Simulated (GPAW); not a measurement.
Set up this calculation in GPAW 26.7.0, as an ASE script.

- Task: band structure
- Functional: BLYP
- Potentials or basis: PAW data sets generated in the run's folder for this functional
- Cutoff: 600 eV
- Basis: pw
- k mesh: 10 × 10 × 8
- Occupations: fermi-dirac, width 0.05 eV
- Spin: no spin polarisation
- Eigensolver: davidson
- Maxiter: 150
- Band path: GMKGALHA,LM,KH
- Band points: 80

The structure of MoP lies in POSCAR:

```
MoP
1.0
    3.2230000000      0.0000000000      0.0000000000
   -1.6115000000      2.7911998764      0.0000000000
    0.0000000000      0.0000000000      3.1910000000
Mo P
1 1
Direct
    0.0000000000      0.0000000000      0.0000000000
    0.3333333333      0.6666666667      0.5000000000
```

The input as run:

run.py

```python
from ase.dft.bandgap import bandgap
from ase.io import read, write
from ase.units import GPa
from gpaw import GPAW, PW, setup_paths

setup_paths.insert(0, '.')

atoms = read('POSCAR')

calc = GPAW(mode=PW(600),
            xc='BLYP',
            kpts={'size': (10, 10, 8), 'gamma': True},
            occupations={'name': 'fermi-dirac', 'width': 0.05},
            nbands=20,
            convergence={'density': 1e-05, 'energy': 1e-05},
            eigensolver='davidson',
            maxiter=150,
            txt='gpaw.txt')
atoms.calc = calc
energy = atoms.get_potential_energy()
forces = atoms.get_forces()
stress = atoms.get_stress()
calc.write('gs.gpw')
write('result.traj', atoms)
print(f'Energy: {energy:.6f} eV')
print('Forces (eV/A):')
print(forces.round(4))
print('Stress (GPa):', (stress / GPa).round(3))
print('Fermi level:', round(calc.get_fermi_level(), 4), 'eV')
print(f'Gap: {bandgap(calc)[0]:.4f} eV, direct: {bandgap(calc, direct=True)[0]:.4f} eV')

path = atoms.cell.bandpath('GMKGALHA,LM,KH', npoints=80, eps=1e-4)
bs_calc = calc.fixed_density(kpts=path, symmetry='off', nbands=30,
                             convergence={'bands': 'CBM+6.0', 'eigenstates': 1e-6}, txt='bands.txt')
bs = bs_calc.band_structure()
bs.write('bs.json')
print(f'Gap on the path: {bandgap(bs_calc)[0]:.4f} eV')
```

Potentials or basis: PAW data sets generated in the run's folder for this functional, pw.

Run with:

```bash
$ gpaw-setup -f BLYP Mo P
$ OMP_NUM_THREADS=1 python run.py
```

It gave:

* Pressure: 13.0 GPa
* Band gap along the path: none (metal or under the smearing width)

Run time: 36 s on 1 thread of Arm Neoverse V1 (shared host), peak memory 0.23 GiB.
